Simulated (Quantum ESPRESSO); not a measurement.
# Cr: equation of state with PBEsol

Crystal: Cr.

```xyz
2
Lattice="1.1471 -2.4670 0.0000 1.1471 2.4670 0.0000 0.0000 0.0000 4.0643" Properties=species:S:1:pos:R:3 pbc="T T T"
Cr    1.1471   -1.8282    3.0482
Cr    1.1471    1.8282    1.0161
```

This isn't the form of Cr at room conditions, which is bcc.

```yaml
Program: Quantum ESPRESSO 7.5
Task: equation of state
Functional: PBEsol
Potentials_or_basis: GBRV 1.5 PBEsol
Cutoff: 612 eV
Density_cutoff: 4898 eV
k_mesh: 13 × 13 × 7
Occupations: fermi-dirac, width 0.05 eV
Spin: collinear spin, ferromagnetic start
Starting_moments: "[3.0, 3.0] μB"
Mixing_beta: 0.3
Most_SCF_iterations: 120
SCF_threshold: 4e-10 Ry
```

The equilibrium volume is 11.42 Å³/atom. The bulk modulus at fixed shape and positions is 260 GPa. The pressure derivative of the bulk modulus is 4.2.

Energy against volume, from the lowest point:
```tsv
volume (Å³/atom)	energy (meV/atom)
10.811	28.49
11.041	10.35
11.271	1.16
11.501	0.00
11.731	6.10
11.961	18.73
12.191	37.25
```

All runs of the series together: 24 min on 2 threads of AMD EPYC 7571, with other jobs on the host.

Caveat: the cell was scaled at fixed shape and fractional positions, which overstates the stiffness of a crystal with free parameters, most of all of layers and chains.
